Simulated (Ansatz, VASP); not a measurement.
NaH: VASP beside Ansatz

File POSCAR:

```
NaH
1.0
   -0.0378806941      2.3975122873      2.3975122873
    2.3975122873     -0.0378806941      2.3975122873
    2.3596315931      2.3596315931      0.0000000000
Na H
1 1
Direct
    0.0000000000      0.0000000000      0.0000000000
    0.5000000000      0.5000000000      0.5000000000
```

INCAR.step1

```
SYSTEM = NaH
ALGO = Normal
EDIFF = 1E-4
ENCUT = 520
GGA = PE
ISMEAR = 0
LASPH = .True.
LCHARG = .False.
LREAL = .False.
LWAVE = .True.
NBANDS = 11
NELM = 100
PREC = Accurate
SIGMA = 0.01
```

INCAR.step2

```
SYSTEM = NaH
ALGO = Normal
EDIFF = 1E-6
ENCUT = 520
ISIF = 2
ISMEAR = 0
ISTART = 1
LASPH = .True.
LCHARG = .False.
LMIXTAU = .True.
LREAL = .False.
LWAVE = .False.
METAGGA = R2SCAN
NBANDS = 11
NELM = 100
PREC = Accurate
SIGMA = 0.01
```

File KPOINTS:

```
k-points
0
Gamma
  10 10 10
  0 0 0
```

Input for Ansatz:

```yaml
crystal:
  lattice:
    - [-0.0378806941, 2.3975122873, 2.3975122873]
    - [2.3975122873, -0.0378806941, 2.3975122873]
    - [2.3596315931, 2.3596315931, 0.0]
  atoms:
    - { symbol: Na, position: [0.0, 0.0, 0.0] }
    - { symbol: H, position: [0.5, 0.5, 0.5] }
kpoints:
  mp_grid: { grid: [10, 10, 10] }
  band_path:
    path:
      - [0.0, 0.0, 0.0]
      - [0.5, 0.0, 0.5]
      - [0.625, 0.25, 0.625]
      - [0.375, 0.375, 0.75]
      - [0.5, 0.5, 0.5]
      - [0.5, 0.25, 0.75]
    npoints: 1
hamiltonian:
  xc: r2scan
scf:
  occupations: { method: fixed }
  n_extra_bands: 4
output:
  forces: true
  stress: true
  eigenvalues: true
```

Change from the starting cell: shear_xy strain -3.2%.

Alike in both runs: task single point; functional r2SCAN; k mesh 10 × 10 × 10; no spin polarisation.

|  | VASP | Ansatz |
| --- | --- | --- |
| version | VASP 6.6.1 | Ansatz 0.2.0 |
| potentials or method | VASP PAW PBE potentials, release 64 (Na_pv, H) | plane waves, PAW |
| plane-wave cutoff (eV) | 520 | 500 |
| occupations | gaussian, width 0.01 eV | fixed |
| valence electrons in the cell | 8 | 10 |

|  | VASP | Ansatz | Ansatz less VASP |
| --- | --- | --- | --- |
| gap on the k mesh at the Fermi level (eV) | 4.33 | 4.32 | -0.012 |
| pressure (GPa) | -0.2 | 0.0 | +0.22 |
| largest component of the traceless stress (GPa) | 0.69 | 0.76 | +0.070 |

The two sets of potentials don't hold the same shells in valence.

Caveats: the PAW data sets were made with another functional, which shifts forces and pressure a little (VASP). A k mesh can miss the band edges.
